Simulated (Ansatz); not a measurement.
Relaxing Ag

Method: DFT PBEsol, scalar-relativistic, plane waves, PAW in Ansatz 0.2.0. Run with 420 eV cutoff, 18×18×10 k-mesh, Gaussian smearing of 0.10 eV, no spin polarisation.

What was changed: relaxed at 50 GPa.

Other phases may be more stable at this pressure.

Command:

```bash
ansatz run input.yaml --threads 1 --pin off --max-ram 2560MiB --backend cpu --events-out ev --progress --plain --runs-dir out
```

Input:

```yaml
crystal:
  lattice:
    - [2.6627906011, 0.0, 0.0]
    - [-1.3313953006, 2.3060443055, 0.0]
    - [0.0, 0.0, 4.3533879934]
  atoms:
    - { symbol: Ag, position: [0.3333333333, 0.6666666667, 0.25] }
    - { symbol: Ag, position: [0.6666666667, 0.3333333333, 0.75] }
basis:
  ecutwfc: 420
kpoints:
  mp_grid: { grid: [18, 18, 10] }
hamiltonian:
  xc: pbesol
scf:
  occupations: { method: gaussian, width: 0.1 }
output:
  forces: true
  stress: true
  eigenvalues: true
relax:
  adjacent_minimum: "off"
  f_tol: 0.008
  max_steps: 50
  cell: { stress_tol: 0.08, p_target: 50.0 }
```

F is the free energy. Steps run on the plane waves of an earlier cell, but the last one, and at times one on the way, on a freshly chosen basis, so a repeated geometry can differ a little in energy. The relaxation lowers the enthalpy F + PV at the target pressure, so F itself can rise.

Steps:

```tsv
step	F − F(1) (eV)	largest force component (eV/Å)	V (Å³/atom)	P (GPa)
1	0.0000	0.000	13.366	48.88
2	0.0556	0.000	13.277	51.28
3	0.0257	0.000	13.324	49.99
4	0.0257	0.000	13.324	50.00
```

Relaxed structure:

```xyz
2
Lattice="2.6599 0.0000 0.0000 -1.3300 2.3036 0.0000 0.0000 0.0000 4.3491" Properties=species:S:1:pos:R:3 pbc="T T T"
Ag    0.0000    1.5357    1.0873
Ag    1.3300    0.7679    3.2618
```

It takes space group P6_3/mmc (No. 194, hexagonal). Conventional cell: a = 2.660 Å, b = 2.660 Å, c = 4.349 Å, α = 90.00°, β = 90.00°, γ = 120.00°. Around Ag (site symmetry -6m2) lie 12 Ag at 2.66 Å.

The run converged. Time: 17 s on 1 thread of Intel(R) Xeon(R) Platinum 8488C (Sapphire Rapids), with other jobs on the host, peak memory 0.45 GiB.